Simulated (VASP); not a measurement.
# BeSe (F-43m) in VASP: notebook

The runs below take BeSe through relaxation of the atoms, with r2SCAN.

Everything below comes from runs of VASP 6.6.1. Logs are shortened: lines on timing, memory, paths and dates and some standing lists are left out, and cuts for length are marked.

**1. The crystal as given**

It takes space group F-43m (No. 216, cubic). The conventional cell has a = 5.167 Å, b = 5.167 Å, c = 5.167 Å, α = 90.00°, β = 90.00°, γ = 90.00°. Around Be (site symmetry -43m) lie 4 Se at 2.24 Å. Se (site symmetry -43m) has 4 Be at 2.24 Å as nearest neighbours.

**2. Relaxation of the atoms, r2SCAN (a relaxed cell with its volume scaled by 0.98)**

The input, INCAR:

```
SYSTEM = BeSe
ALGO = Normal ; EDIFF = 1E-7
EDIFFG = -0.01 ; ENCUT = 600
IBRION = 2 ; ISIF = 2
ISMEAR = 0 ; LASPH = .TRUE.
LCHARG = .FALSE. ; LMIXTAU = .TRUE.
LREAL = .FALSE. ; LWAVE = .FALSE.
METAGGA = R2SCAN ; NELM = 80
NSW = 40 ; PREC = Accurate
SIGMA = 0.03
```

The input, KPOINTS:

```
k-points
0
G
  10 10 10
  0 0 0
```

The input, POSCAR:

```
BeSe                                    
1.0
    0.0000000000      2.5663203012      2.5663203012
    2.5663203012      0.0000000000      2.5663203012
    2.5663203012      2.5663203012      0.0000000000
  Be              Se            
     1     1
Direct
     0.0000000000000000    0.0000000000000000    0.0000000000000000
     0.2500000000000000    0.2500000000000000    0.2500000000000000
```

Potentials or basis: VASP PAW PBE potentials, release 64 (Be, Se).

Launch:

```console
$ cat potpaw_PBE.64/Be/POTCAR potpaw_PBE.64/Se/POTCAR > POTCAR
$ mpirun -np 1 vasp_std > vasp.out
```

OUTCAR:

```text
SYSTEM = BeSe
   EDIFF = 1E-7
   EDIFFG = -0.01
   ENCUT = 600
   IBRION = 2
   ISIF = 2
   ISMEAR = 0
   LASPH = .TRUE.
   LREAL = .FALSE.
   METAGGA = R2SCAN
   NELM = 80
   NSW = 40
   PREC = Accurate

 ion  position               nearest neighbor table
   1  0.000  0.000  0.000-   2 2.22   2 2.22   2 2.22   2 2.22
   2  0.250  0.250  0.250-   1 2.22   1 2.22   1 2.22   1 2.22

  LATTYP: Found a face centered cubic cell.
 ALAT       =     5.1326406024

  Lattice vectors:

 A1 = (   0.0000000000,   2.5663203012,   2.5663203012)
 A2 = (   2.5663203012,   0.0000000000,   2.5663203012)
 A3 = (   2.5663203012,   2.5663203012,   0.0000000000)

Analysis of symmetry for initial positions (statically):
=====================================================================
 Subroutine PRICEL returns:
 Original cell was already a primitive cell.

 Routine SETGRP: Setting up the symmetry group for a
 face centered cubic supercell.

 Subroutine GETGRP returns: Found 24 space group operations
 (whereof 24 operations were pure point group operations)
 out of a pool of 48 trial point group operations.

The static configuration has the point symmetry T_d .

Analysis of symmetry for dynamics (positions and initial velocities):
=====================================================================
 Subroutine PRICEL returns:
 Original cell was already a primitive cell.

 Routine SETGRP: Setting up the symmetry group for a
 face centered cubic supercell.

 Subroutine GETGRP returns: Found 24 space group operations
 (whereof 24 operations were pure point group operations)
 out of a pool of 48 trial point group operations.

The dynamic configuration has the point symmetry T_d .

 Subroutine INISYM returns: Found 24 space group operations
 (whereof 24 operations are pure point group operations),
 and found     1 'primitive' translations

----------------------------------------------------------------------------------------

                                     Primitive cell

  volume of cell :      33.8036

  direct lattice vectors                    reciprocal lattice vectors
     0.000000000  2.566320301  2.566320301    -0.194831487  0.194831487  0.194831487
     2.566320301  0.000000000  2.566320301     0.194831487 -0.194831487  0.194831487
[... 90 lines left out ...]
   NFREE  =      1    steps in history (QN), initial steepest desc. (CG)
   ISIF   =      2    stress and relaxation
   ISYM   =      2    0-nonsym 1-usesym 2-fastsym
   POTIM  = 0.5000    time-step for ionic-motion
   TEBEG  =    0.0;   TEEND  =   0.0 temperature during run
   PSTRESS=    0.0 pullay stress
   NELECT =       8.0000    total number of electrons
   NUPDOWN=      -1.0000    fix difference up-down
   EMIN   =  10.00;   EMAX   =-10.00  energy-range for DOS
   EFERMI =   0.00;   METHOD = LEGACY
   ISMEAR =     0;   SIGMA  =   0.03  broadening in eV -4-tet -1-fermi 0-gaus
   EFERMI_NEDOS =   21; number of points for ismear=-14 and -15
   IALGO  =     38    algorithm
   IMIX   =      4    mixing-type and parameters
     AMIX     =   0.40;   BMIX     =  1.00
     AMIX_MAG =   1.60;   BMIX_MAG =  1.00
  volume/ion in A,a.u.               =      16.90       114.06
  Fermi-wavevector in a.u.,A,eV,Ry     =   1.012630  1.913593 13.951670  1.025419
  Thomas-Fermi vector in A             =   2.145750
   LORBIT       =      0    0 simple, 1 ext, 2 COOP (PROOUT), +10 PAW based schemes
   METAGGA = R2SCAN    functional components
   LHFCALC =     F    Hartree Fock is set to
   AEXX    =    0.0000 exact exchange contribution
   IVDW    =     0    specifies the selected vdW correction
   LEPSILON=     F    determine dielectric tensor
   LRPA    =     F    only Hartree local field effects (RPA)
 conjugate gradient relaxation of ions
 non-spin polarized calculation
 Gauss-broadening in eV      SIGMA  =   0.03
  energy-cutoff  :      600.00
  volume of cell :       33.80
 maximum number of plane-waves:      1158
 NGX is ok and might be reduce to    30
   NGX = 15   NGY = 15   NGZ = 15

 number of electron       8.0000000 magnetization

 Free energy of the ion-electron system (eV)
  ---------------------------------------------------
  ext. energy  EPLUGINS =         0.00000000
  ---------------------------------------------------
  free energy    TOTEN  =       -20.52588500 eV

  energy without entropy =      -20.52588500  energy(sigma->0) =      -20.52588500

 E-fermi :   3.3005     XC(G=0):  -9.8828

 val. band max:        3.1787298958   @ k =   0.0000   0.0000   0.0000
 cond. band min:       6.2643807352   @ k =   0.5000   0.5000   0.0000
 fundamental gap:      3.0856508394
 Fermi energy:         3.3005199764

 k-point     1 :       0.0000    0.0000    0.0000
  band No.  band energies     occupation
      1     -11.1996      2.00000
      2       3.1787      2.00000
      3       3.1787      2.00000
      4       3.1787      2.00000
      5       8.3562      0.00000
      6       8.7659      0.00000
      7       8.7659      0.00000
      8       8.7659      0.00000
[... 243 lines left out ...]
 k-point    24 :       0.4000    0.3000    0.0000
  band No.  band energies     occupation
      1      -9.7562      2.00000
      2      -1.2485      2.00000
      3       0.6269      2.00000
      4       0.8968      2.00000
      5       7.1408      0.00000
      6       8.8345      0.00000
      7      13.2761      0.00000
      8      13.5110      0.00000

 [... further k-points ...]

------------------------ aborting loop because EDIFF is reached ----------------------------------------

  FORCE on cell =-STRESS in cart. coord.  units (eV):
  Direction    XX          YY          ZZ          XY          YZ          ZX
  --------------------------------------------------------------------------------------
  -------------------------------------------------------------------------------------
  Total        0.3505952      0.3505952      0.3505952      0.0000000      0.0000000      0.0000000
  in kB       16.6170540     16.6170540     16.6170540      0.0000000      0.0000000      0.0000000
  external PRESSURE =      16.6170540 kB  Pullay stress =       0.0000000 kB

 VOLUME and BASIS-vectors are now :
 -----------------------------------------------------------------------------
  energy-cutoff  :      600.00
  volume of cell :       33.80
      direct lattice vectors                 reciprocal lattice vectors
     0.000000000  2.566320301  2.566320301    -0.194831487  0.194831487  0.194831487
     2.566320301  0.000000000  2.566320301     0.194831487 -0.194831487  0.194831487
     2.566320301  2.566320301  0.000000000     0.194831487  0.194831487 -0.194831487

 POSITION                                       TOTAL-FORCE (eV/Angst)
 -----------------------------------------------------------------------------------
      0.00000      0.00000      0.00000        -0.000000     -0.000000     -0.000000
      1.28316      1.28316      1.28316         0.000000      0.000000      0.000000
 -----------------------------------------------------------------------------------
    total drift:                                0.000000      0.000000      0.000000

  FREE ENERGIE OF THE ION-ELECTRON SYSTEM (eV)
  ---------------------------------------------------
  free  energy   TOTEN  =       -20.5258850043 eV

  energy  without entropy=      -20.5258850043  energy(sigma->0) =      -20.52588500

 reached required accuracy - stopping structural energy minimisation
```

CONTCAR:

```text
BeSe
   1.00000000000000
     0.0000000000000000    2.5663203012000002    2.5663203012000002
     2.5663203012000002    0.0000000000000000    2.5663203012000002
     2.5663203012000002    2.5663203012000002    0.0000000000000000
  Be              Se
     1     1
Direct
     0.0000000000000000    0.0000000000000000    0.0000000000000000
     0.2500000000000000    0.2500000000000000    0.2500000000000000

  0.00000000E+00  0.00000000E+00  0.00000000E+00
  0.00000000E+00  0.00000000E+00  0.00000000E+00
```

It took 84 s on 1 thread of Intel Xeon Platinum 8488C (Sapphire Rapids), shared host; peak memory 0.18 GiB.

Results:

| Quantity | Value |
| --- | --- |
| Free energy | -20.5259 eV |
| Pressure after relaxing | 1.7 GPa |
| Band gap on the k mesh | 3.09 eV, indirect (least direct gap 5.18 eV) |

Final structure:
```
Be Se
1.0
     0.00000    2.56632    2.56632
     2.56632    0.00000    2.56632
     2.56632    2.56632    0.00000
Be Se
1 1
Cartesian
  0.0000 0.0000 0.0000
  1.2832 1.2832 1.2832
```

Levels at points of the mesh, in eV from the valence-band top:
| k point | band 1 | band 2 | band 3 | band 4 | band 5 | band 6 | band 7 | band 8 |
| --- | --- | --- | --- | --- | --- | --- | --- | --- |
| (0.00, 0.00, 0.00) | -14.38 | 0.00 | 0.00 | 0.00 | 5.18 | 5.59 | 5.59 | 5.59 |
| (0.50, 0.00, 0.00) | -12.94 | -5.91 | -1.11 | -1.11 | 4.97 | 6.55 | 6.55 | 10.83 |
| (0.50, 0.50, 0.00) | -12.45 | -5.28 | -2.75 | -2.75 | 3.09 | 4.67 | 12.81 | 12.81 |

Caveat: the relaxation stopped at its first step, so nothing moved; the PAW data sets were made with another functional, which shifts forces and pressure a little.

**3. Relaxation of the atoms, r2SCAN**

INCAR is that of step 2.

KPOINTS is that of step 2.

The input, POSCAR:

```
BeSe                                    
1.0
    0.0000000000      2.5836608292      2.5836608292
    2.5836608292      0.0000000000      2.5836608292
    2.5836608292      2.5836608292      0.0000000000
  Be              Se            
     1     1
Direct
     0.0000000000000000    0.0000000000000000    0.0000000000000000
     0.2500000000000000    0.2500000000000000    0.2500000000000000
```

Potentials or basis: VASP PAW PBE potentials, release 64 (Be, Se).

Launch:

```console
$ cat potpaw_PBE.64/Be/POTCAR potpaw_PBE.64/Se/POTCAR > POTCAR
$ mpirun -np 1 vasp_std > vasp.out
```

Wall time 1.7 min (1 thread of Intel Xeon Platinum 8488C (Sapphire Rapids), shared host); peak memory 0.18 GiB.

It converged, with:

```yaml
Free_energy: -20.5296 eV
Pressure_after_relaxing: 0.0 GPa
Band_gap_on_the_k_mesh: 3.13 eV, indirect (least direct gap 5.02 eV)
```

Final structure:
```
Be Se
1.0
     0.00000    2.58366    2.58366
     2.58366    0.00000    2.58366
     2.58366    2.58366    0.00000
Be Se
1 1
Cartesian
  0.0000 0.0000 0.0000
  1.2918 1.2918 1.2918
```

Levels at points of the mesh, in eV from the valence-band top:
```csv
k point,band 1,band 2,band 3,band 4,band 5,band 6,band 7,band 8
"(0.00, 0.00, 0.00)",-14.24,0.00,0.00,0.00,5.02,5.59,5.59,5.59
"(0.50, 0.00, 0.00)",-12.86,-5.78,-1.08,-1.08,4.90,6.55,6.55,10.76
"(0.50, 0.50, 0.00)",-12.38,-5.17,-2.67,-2.67,3.13,4.68,12.65,12.65
```

Caveat: the relaxation stopped at its first step, so nothing moved; the PAW data sets were made with another functional, which shifts forces and pressure a little.

(Continued in part 2 of 2.)
